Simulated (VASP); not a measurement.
# BaTiO3 (Pm-3m) in VASP: further runs

The runs below take BaTiO3 through dielectric tensor, with PBEsol.

Program: VASP 6.6.1. These are calculated values, not measurements. Logs are shortened: lines on timing, memory, paths and dates and some standing lists are left out, and cuts for length are marked.

### Step 1. The crystal as given

It takes space group Pm-3m (No. 221, cubic). The conventional cell has a = 4.006 Å, b = 4.006 Å, c = 4.006 Å, α = 90.00°, β = 90.00°, γ = 90.00°. Ba (site symmetry m-3m) is surrounded by 12 O at 2.83 Å. Ti (site symmetry m-3m) is surrounded by 6 O at 2.00 Å. O (site symmetry 4/mmm) has 2 Ti at 2.00 Å as nearest neighbours.

### Step 2. Dielectric tensor, PBEsol

The input, INCAR:

```
SYSTEM = BaTiO3
PREC = Accurate
ENCUT = 650
EDIFF = 1E-8
ISMEAR = 0
SIGMA = 0.01
LREAL = .FALSE.
LASPH = .TRUE.
NELM = 100
ALGO = Normal
ISIF = 2
LWAVE = .FALSE.
LCHARG = .FALSE.
GGA = PS
LEPSILON = .TRUE.
```

The input, KPOINTS:

```
Automatic mesh
0
G
  4 4 4
  0 0 0
```

The input, POSCAR:

```
BaTiO3
1.0
    4.0060000000      0.0000000000      0.0000000000
    0.0000000000      4.0060000000      0.0000000000
    0.0000000000      0.0000000000      4.0060000000
Ba Ti O
1 1 3
Direct
    0.5000000000      0.5000000000      0.5000000000
    0.0000000000      0.0000000000      0.0000000000
    0.0000000000      0.0000000000      0.5000000000
    0.0000000000      0.5000000000      0.0000000000
    0.5000000000      0.0000000000      0.0000000000
```

Potentials or basis: VASP PAW PBE potentials, release 64 (Ba_sv, Ti_sv, O).

The run is started by

```
cat potpaw_PBE.64/Ba_sv/POTCAR potpaw_PBE.64/Ti_sv/POTCAR potpaw_PBE.64/O/POTCAR > POTCAR
mpirun -np 1 vasp_std > vasp.out
```

OUTCAR:

```text
SYSTEM = BaTiO3
   PREC = Accurate
   ENCUT = 650
   EDIFF = 1E-8
   ISMEAR = 0
   LREAL = .FALSE.
   LASPH = .TRUE.
   NELM = 100
   ISIF = 2
   GGA = PS
   LEPSILON = .TRUE.

 Found     10 irreducible k-points:

 Following reciprocal coordinates:
            Coordinates               Weight
  0.000000  0.000000  0.000000      1.000000
  0.250000  0.000000  0.000000      6.000000
  0.500000  0.000000  0.000000      3.000000
  0.250000  0.250000  0.000000     12.000000
  0.500000  0.250000  0.000000     12.000000
  0.500000  0.500000  0.000000      3.000000
   k-points           NKPTS =     10   k-points in BZ     NKDIM =     10   number of bands    NBANDS=     24
   number of dos      NEDOS =    301   number of ions     NIONS =      5
   total plane-waves  NPLWV =  46656
   dimension x,y,z NGX =    36 NGY =   36 NGZ =   36
   dimension x,y,z NGXF=    72 NGYF=   72 NGZF=   72
   ions per type =               1   1   3
   NGX,Y,Z   is equivalent  to a cutoff of  14.94, 14.94, 14.94 a.u.
   NGXF,Y,Z  is equivalent  to a cutoff of  29.88, 29.88, 29.88 a.u.
 SYSTEM =  BaTiO3
   PREC   = accura    normal or accurate (medium, high low for compatibility)
   ISTART =      0    job   : 0-new  1-cont  2-samecut
   ICHARG =      2    charge: 1-file 2-atom 10-const
   ISPIN  =      1    spin polarized calculation?
   LNONCOLLINEAR =      F non collinear calculations
   LSORBIT =      F    spin-orbit coupling
   LASPH  =      T    aspherical Exc in radial PAW
   ENCUT  =  650.0 eV  47.77 Ry    6.91 a.u.   8.33  8.33  8.33*2*pi/ulx,y,z
   NELM   =    100;   NELMIN=  2; NELMDL= -5     # of ELM steps
   EDIFF  = 0.1E-07   stopping-criterion for ELM
   LREAL  =      F    real-space projection
   EDIFFG = 0.1E-06   stopping-criterion for IOM
   NSW    =      0    number of steps for IOM
   IBRION =     -1    ionic relax: 0-MD 1-quasi-New 2-CG
   NFREE  =      0    steps in history (QN), initial steepest desc. (CG)
   ISIF   =      2    stress and relaxation
   ISYM   =      2    0-nonsym 1-usesym 2-fastsym
   POTIM  = 0.5000    time-step for ionic-motion
   TEBEG  =    0.0;   TEEND  =   0.0 temperature during run
   PSTRESS=    0.0 pullay stress
   NELECT =      40.0000    total number of electrons
   NUPDOWN=      -1.0000    fix difference up-down
   EMIN   =  10.00;   EMAX   =-10.00  energy-range for DOS
   EFERMI =   0.00;   METHOD = LEGACY
   ISMEAR =     0;   SIGMA  =   0.01  broadening in eV -4-tet -1-fermi 0-gaus
   EFERMI_NEDOS =   21; number of points for ismear=-14 and -15
   IALGO  =     38    algorithm
   IMIX   =      4    mixing-type and parameters
     AMIX     =   0.40;   BMIX     =  1.00
     AMIX_MAG =   1.60;   BMIX_MAG =  1.00
  volume/ion in A,a.u.               =      12.86        86.77
  Fermi-wavevector in a.u.,A,eV,Ry     =   1.397603  2.641087 26.576187  1.953295
  Thomas-Fermi vector in A             =   2.520843
   LORBIT       =      0    0 simple, 1 ext, 2 COOP (PROOUT), +10 PAW based schemes
   GGA     = PS    functional components
   LHFCALC =     F    Hartree Fock is set to
   AEXX    =    0.0000 exact exchange contribution
   IVDW    =     0    specifies the selected vdW correction
   LEPSILON=     T    determine dielectric tensor
   LRPA    =     F    only Hartree local field effects (RPA)
 non-spin polarized calculation
 Gauss-broadening in eV      SIGMA  =   0.01
  energy-cutoff  :      650.00
  volume of cell :       64.29
 maximum number of plane-waves:      2469
 NGX is ok and might be reduce to    36
   NGX = 17   NGY = 17   NGZ = 17

--------------------------------------- Ionic step        1  -------------------------------------------

 number of electron      39.9999998 magnetization

 E-fermi :   3.7933     XC(G=0): -11.5035

 val. band max:        3.6724084580   @ k =   0.5000   0.5000   0.5000
 cond. band min:       5.3494839824   @ k =   0.0000   0.0000   0.0000
 fundamental gap:      1.6770755244
 Fermi energy:         3.7932885910

 k-point     1 :       0.0000    0.0000    0.0000
  band No.  band energies     occupation
      1     -52.7342      2.00000
      2     -29.0553      2.00000
      3     -29.0553      2.00000
      4     -29.0553      2.00000
      5     -21.0929      2.00000
      6     -13.1370      2.00000
[... 16 lines left out ...]
     23       5.3495      0.00000
     24       7.5696      0.00000

 k-point     2 :       0.2500    0.0000    0.0000
  band No.  band energies     occupation
      1     -52.7337      2.00000
      2     -29.0818      2.00000
      3     -29.0543      2.00000
      4     -29.0543      2.00000
      5     -21.0331      2.00000
      6     -13.2112      2.00000
[... 16 lines left out ...]
     23       6.3376      0.00000
     24       7.5738      0.00000

 k-point     3 :       0.5000    0.0000    0.0000
  band No.  band energies     occupation
      1     -52.7331      2.00000
      2     -29.1080      2.00000
      3     -29.0532      2.00000
      4     -29.0532      2.00000
      5     -20.9716      2.00000
      6     -13.3700      2.00000
[... 16 lines left out ...]
     23       7.1313      0.00000
     24       7.5771      0.00000

 k-point     4 :       0.2500    0.2500    0.0000
  band No.  band energies     occupation
      1     -52.7331      2.00000
      2     -29.0808      2.00000
      3     -29.0799      2.00000
      4     -29.0533      2.00000
      5     -20.9837      2.00000
      6     -13.1038      2.00000
[... 16 lines left out ...]
     23       6.6700      0.00000
     24       8.1342      0.00000

 k-point     5 :       0.5000    0.2500    0.0000
  band No.  band energies     occupation
      1     -52.7326      2.00000
      2     -29.1062      2.00000
      3     -29.0790      2.00000
      4     -29.0523      2.00000
      5     -20.9331      2.00000
      6     -13.1047      2.00000
[... 16 lines left out ...]
     23       7.2447      0.00000
     24       8.2358      0.00000

 k-point     6 :       0.5000    0.5000    0.0000
  band No.  band energies     occupation
      1     -52.7321      2.00000
      2     -29.1045      2.00000
      3     -29.1045      2.00000
      4     -29.0513      2.00000
      5     -20.8938      2.00000
      6     -12.7711      2.00000
[... 16 lines left out ...]
     23       7.5471      0.00000
     24       8.4142      0.00000

 [... further k-points ...]

  FORCE on cell =-STRESS in cart. coord.  units (eV):
  Direction    XX          YY          ZZ          XY          YZ          ZX
  --------------------------------------------------------------------------------------
  -------------------------------------------------------------------------------------
  Total       -1.1926808     -1.1926808     -1.1926808     -0.0000000     -0.0000000      0.0000000
  in kB      -29.7236393    -29.7236393    -29.7236393     -0.0000000     -0.0000000      0.0000000
  external PRESSURE =     -29.7236393 kB  Pullay stress =       0.0000000 kB

 VOLUME and BASIS-vectors are now :
 -----------------------------------------------------------------------------
  energy-cutoff  :      650.00
  volume of cell :       64.29
      direct lattice vectors                 reciprocal lattice vectors
     4.006000000  0.000000000  0.000000000     0.249625562  0.000000000  0.000000000
     0.000000000  4.006000000  0.000000000     0.000000000  0.249625562  0.000000000
     0.000000000  0.000000000  4.006000000     0.000000000  0.000000000  0.249625562

 POSITION                                       TOTAL-FORCE (eV/Angst)
 -----------------------------------------------------------------------------------
      2.00300      2.00300      2.00300         0.000000      0.000000      0.000000
      0.00000      0.00000      0.00000         0.000000      0.000000      0.000000
      0.00000      0.00000      2.00300         0.000000      0.000000      0.000000
      0.00000      2.00300      0.00000         0.000000      0.000000      0.000000
      2.00300      0.00000      0.00000         0.000000      0.000000      0.000000
 -----------------------------------------------------------------------------------
    total drift:                                0.000000      0.000000     -0.000000

  FREE ENERGIE OF THE ION-ELECTRON SYSTEM (eV)
  ---------------------------------------------------
  free  energy   TOTEN  =       -41.9659907491 eV

  energy  without entropy=      -41.9659907491  energy(sigma->0) =      -41.96599075

 HEAD OF MICROSCOPIC STATIC DIELECTRIC TENSOR (INDEPENDENT PARTICLE, excluding Hartree and local field effects)
 ------------------------------------------------------
           7.660762     0.000000    -0.000000
           0.000000     7.660762     0.000000
           0.000000     0.000000     7.660762
 ------------------------------------------------------

 Free energy of the ion-electron system (eV)
  ---------------------------------------------------
  ---------------------------------------------------
  free energy    TOTEN  =        -1.20476330 eV

  energy without entropy =       -1.20476330

------------------------ aborting loop because EDIFF is reached ----------------------------------------

--------------------------------------- Ionic step        2  -------------------------------------------

------------------------ aborting loop because EDIFF is reached ----------------------------------------

--------------------------------------- Ionic step        3  -------------------------------------------

 Free energy of the ion-electron system (eV)
  ---------------------------------------------------
  ---------------------------------------------------
  free energy    TOTEN  =        -1.20481080 eV

  energy without entropy =       -1.20481080

------------------------ aborting loop because EDIFF is reached ----------------------------------------

 PIEZOELECTRIC TENSOR FIELD DIRECTION 3  (e Angst)
 -----------------------------------------------------------------------------
     0.00685  0.00000  0.00000           ( -0.00002  0.00000  0.00000)
     0.00000  0.00685  0.00000           (  0.00000 -0.00002 -0.00000)
     0.00000 -0.00000 -0.01220           (  0.00000 -0.00000  0.00025)

 PIEZOELECTRIC TENSOR FIELD DIRECTION 3  (C/m^2)
 -----------------------------------------------------------------------------
     0.00171  0.00000  0.00000
     0.00000  0.00171  0.00000
     0.00000 -0.00000 -0.00304

 MACROSCOPIC STATIC DIELECTRIC TENSOR (including local field effects in DFT)
 ------------------------------------------------------
           7.465912    -0.000000    -0.000000
           0.000000     7.465912     0.000000
          -0.000000    -0.000000     7.465912
 ------------------------------------------------------

 PIEZOELECTRIC TENSOR (including local field effects)  for field in x, y, z        (e  Angst)
          XX          YY          ZZ          XY          YZ          ZX
  --------------------------------------------------------------------------------
  x     0.00000     0.00000     0.00000     0.00000     0.00000     0.00000
  y     0.00000     0.00000     0.00000     0.00000     0.00000     0.00000
  z     0.00000     0.00000     0.00000     0.00000     0.00000     0.00000

 PIEZOELECTRIC TENSOR (including local field effects)  for field in x, y, z        (C/m^2)
          XX          YY          ZZ          XY          YZ          ZX
  --------------------------------------------------------------------------------
  x     0.00000     0.00000     0.00000     0.00000     0.00000     0.00000
  y     0.00000     0.00000     0.00000     0.00000     0.00000     0.00000
  z     0.00000     0.00000     0.00000     0.00000     0.00000     0.00000

 BORN EFFECTIVE CHARGES (including local field effects) (in |e|, cummulative output)
 ---------------------------------------------------------------------------------
 ion    1
    1     2.78643     0.00000    -0.00000
    2     0.00000     2.78643     0.00000
    3    -0.00000    -0.00000     2.78643
 ion    2
    1     7.99086    -0.00000    -0.00000
    2     0.00000     7.99086    -0.00000
    3     0.00000     0.00000     7.99086
 ion    3
    1    -2.22968     0.00000     0.00000
    2    -0.00000    -2.22968     0.00000
    3     0.00000     0.00000    -6.31792
 ion    4
    1    -2.22968     0.00000     0.00000
    2    -0.00000    -6.31792     0.00000
    3    -0.00000     0.00000    -2.22968
 ion    5
    1    -6.31792     0.00000    -0.00000
    2    -0.00000    -2.22968     0.00000
    3     0.00000    -0.00000    -2.22968
```

Wall time 6.9 min (1 thread of Intel Xeon Platinum 8375C at 2.90GHz (Ice Lake), shared host); peak memory 0.3 GiB.

The run converged, but some of its settings lie outside the range that counts as converged, so its numbers aren't taken as properties of the crystal.

What came out:

```
Band gap on the k mesh                  : 1.68 eV, indirect (least direct gap 1.82 eV)
Electronic dielectric tensor (diagonal) : 7.47
Born charges (mean of the diagonal)     : Ba +2.79; Ti +7.99; O -3.59 e
```

Caveat: the PAW data sets were made with another functional, which shifts forces and pressure a little; spin-orbit coupling is left out, which moves the levels of the heavy elements.

[end of part 1 of 2]
